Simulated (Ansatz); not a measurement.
**AlN: biaxial strain in the a-b plane**

One table from this session's results is given with a row withheld; the runs are named, their logs left out.

Method: DFT PBE, scalar-relativistic, plane waves, PAW, in Ansatz 0.2.0.

2 further runs of the same task are left out: 2 set aside as unsound or not needed.

## Starting point

The structure is hexagonal, space group P6_3mc (No. 186). The conventional cell has a = 3.130 Å, b = 3.130 Å, c = 5.018 Å, α = 90.00°, β = 90.00°, γ = 120.00°. Al (site symmetry 3m) is surrounded by 4 N at 1.90 to 1.91 Å. Around N (site symmetry 3m) lie 4 Al at 1.90 to 1.91 Å.

As a file:

```
CELL_PARAMETERS angstrom
3.13021 0.00000 0.00000
-1.56510 2.71084 0.00000
0.00000 0.00000 5.01804
ATOMIC_POSITIONS crystal
Al 0.66667 0.33333 0.49923
Al 0.33333 0.66667 0.99923
N 0.66667 0.33333 0.88077
N 0.33333 0.66667 0.38077
```

It goes back to an entry of the Materials Project.

It is the result of an earlier relaxation at this level (volume 10.65 Å³/atom; gap on the mesh: 4.03 eV).

Set-up of the first run:

input.yaml

```yaml
crystal:
  lattice:
    - [3.13020842, 0.0, 0.0]
    - [-1.56510421, 2.7108400109, 0.0]
    - [0.0, 0.0, 5.0180433219]
  atoms:
    - { symbol: Al, position: [0.6666666667, 0.3333333333, 0.4992342259] }
    - { symbol: Al, position: [0.3333333333, 0.6666666667, 0.9992342259] }
    - { symbol: "N", position: [0.6666666667, 0.3333333333, 0.8807657741] }
    - { symbol: "N", position: [0.3333333333, 0.6666666667, 0.3807657741] }
basis:
  ecutwfc: 420
kpoints:
  mp_grid: { grid: [12, 12, 6] }
hamiltonian:
  xc: pbe
scf:
  occupations: { method: gaussian, width: 0.02 }
output:
  forces: true
  stress: true
  eigenvalues: true
```

The run is started by

```console
$ ansatz run input.yaml --threads 1 --pin off --max-ram 2560MiB --backend cpu --events-out ev --progress --plain --runs-dir out
```

Among the steps run: Zero strain; Band edges over the zone; Strain -1.5 %; Band edges over the zone at -1.5 %; The cell strained by +1.5 %; The gap over the whole zone at +1.5 %; At -3.0 %; Seeking the band edges at -3.0 %; The cell strained by +3.0 %; Band edges over the zone at +3.0 %; The cell strained by -4.5 %; Seeking the band edges at -4.5 %; Strain +4.5 %; The gap over the whole zone at +4.5 %.

One of the session's tables, all rows but one given; the rest of the session is left out.

Lengths are those of the vectors of the cell that was run; stresses in GPa:

| strain (%) | ΔE (meV/atom) | a (Å) | b (Å) | c (Å) |
| --- | --- | --- | --- | --- |
| -4.5 | 66.7 | 2.989 | 2.989 | 5.133 |
| -3.0 | 28.7 | 3.036 | 3.036 | 5.097 |
| -1.5 | ? | ? | ? | ? |
| +0.0 | 0.0 | 3.130 | 3.130 | 5.018 |
| +1.5 | 6.4 | 3.177 | 3.177 | 4.975 |
| +3.0 | 24.7 | 3.224 | 3.224 | 4.928 |
| +4.5 | 53.3 | 3.271 | 3.271 | 4.874 |

Q: Estimate the row for strain (%) = -1.5 from the others.

Worked estimate for «ΔE (meV/atom)». A straight line through the neighbours (-3.0, 28.7) and (0.0, 0.0) gives 28.7 + (0.0 − 28.7) × (-1.5 + 3.0) / (0.0 + 3.0) = 14.3; a parabola fitted to 4 rows on both sides gives 7.0.

**Answer.** ΔE (meV/atom): 6.9; a (Å): 3.083; b (Å): 3.083; c (Å): 5.059. In «ΔE (meV/atom)» the line misses by +7.4 and the parabola by +0.1.

ΔE is over the unstrained cell. Stress in GPa, positive in compression, on the Cartesian axes of the input.
